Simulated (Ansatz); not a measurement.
# BaS: experiment and calculation

**The experiment to reproduce.**

From “High temperature equilibrium of 3D and 2D chalcogenide perovskites”, 2022, arxiv:2212.01429, for a bulk crystal of BaS: lattice constant a 6.387 Å.

From a printed reference work, monograph, original work of 1988, for a bulk crystal of BaS at 2 K: band gap 3.806 eV (indirect).

How close the calculation comes is told below.

The calculation used DFT PBE, scalar-relativistic, plane waves, PAW (Ansatz).

Settings: cutoff 420 eV, Γ-centred mesh 8×8×8 on the computed 2-atom cell, Gaussian smearing of 0.02 eV; no spin polarisation.

Relaxed structure, symmetry kept:

```yaml
crystal:
  lattice:
    - [0.00000, 3.21439, 3.21439]
    - [3.21439, 0.00000, 3.21439]
    - [3.21439, 3.21439, 0.00000]
  atoms:
    - { symbol: Ba, position: [0.00000, 0.00000, 0.00000] }
    - { symbol: S, position: [0.50000, 0.50000, 0.50000] }
```

* Space group: Fm-3m (No. 225)
* Volume per atom: 224.1 bohr³
* Formation energy from the elements' standard states (uncorrected): -2.133 eV/atom
* Kohn–Sham band gap: 2.23 eV, indirect from Γ to X
* Löwdin character of the top 1 eV of the valence band: S 3p 92 %, unprojected 5 %
* Electron masses at the edge by Cartesian direction of the standard setting (m_e; degenerate bands sorted by energy; no spin-orbit coupling): x: 1.3; y: 0.34; z: 0.34
* Hole masses at the edge by Cartesian direction of the standard setting (m_e; degenerate bands sorted by energy; no spin-orbit coupling): x: 2.7, 2.7, 0.23; y: 2.7, 2.7, 0.23; z: 2.7, 2.7, 0.23
* Bulk modulus: 42 GPa
* Its pressure derivative: 4.5
* Electronic dielectric constant xx, yy, zz of the standard setting (independent particles): 5.2, 5.2, 5.2
* Bader charges (e): Ba (1 in the cell) 1.42, S (1 in the cell) -1.42

Spin-orbit coupling is left out, which matters for the bands of heavy elements.

Against the measured lattice constant a of BaS, 6.387 Å (quoted in the paper above), the calculated 6.429 Å is off by +0.7 %. The calculation is for 0 K without zero-point motion. Measured band gap of BaS: 3.806 eV (indirect; 2 K; a printed reference work, monograph, original work of 1988). This calculation gives 2.23 eV (-1.57 eV). Kohn–Sham gaps of semilocal functionals fall short of measured ones as a rule; spin-orbit coupling, left out here, would usually lower the calculated gap of a compound with heavy elements.